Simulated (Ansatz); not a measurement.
**Bi₂Te₂Se: experiment and calculation**

**What was measured.**

“Low carrier concentration crystals of the topological insulator Bi2Te2Se”, 2011, arxiv:1112.1648 reports, for a powder of Bi2Te2Se at 300 K: lattice constant a 4.3067 ± 0.0001 Å; lattice constant c 30.0509 ± 0.0013 Å.

The runs below are set against these values where they give the same quantity.

All numbers below come from DFT PBEsol, scalar-relativistic, plane waves, PAW in Ansatz 0.2.0.

Cutoff 420 eV; k points 12×12×12 on the computed 5-atom cell (Γ-centred); Gaussian smearing, width 0.10 eV; no spin polarisation.

Relaxed structure, symmetry kept:

```
Bi Te Se
1.0
     2.14402    1.23785    9.95959
    -2.14402    1.23785    9.95959
     0.00000   -2.47570    9.95959
Bi Te Se
2 2 1
Direct
  0.60563 0.60563 0.60563
  0.39437 0.39437 0.39437
  0.21318 0.21318 0.21318
  0.78682 0.78682 0.78682
  0.00000 0.00000 0.00000
```

```
Space group                                                       : R-3m (No. 166)
Volume per atom                                                   : 31.72 Å³
Formation energy from the elements' standard states (uncorrected) : -0.292 eV/atom
Kohn–Sham band gap                                                : 0.03 eV
Löwdin character of the top 1 eV of the valence band              : Te 5p 55 %, Se 4p 26 %, Bi 6p 9 %
Löwdin character of the lowest 1 eV of the conduction band        : Bi 6p 56 %, Te 5p 30 %
Bader charges (e)                                                 : Bi (2 in the cell) 0.77, Te (2 in the cell) -0.37, Se (1 in the cell) -0.79
```

Spin-orbit coupling is left out, which matters for the bands of heavy elements.

A measured lattice constant a of Bi2Te2Se is 4.3067 Å (300 K; powder; the paper above); the calculated 4.288 Å misses it by -0.4 %. A measured lattice constant c of Bi2Te2Se is 30.0509 Å (300 K; powder; the paper above); the calculated 29.879 Å misses it by -0.6 %. 2 values of this kind are on record (29.94 to 30.0509 Å); this one was drawn at random, those with a stated uncertainty first. The calculation is for 0 K without zero-point motion.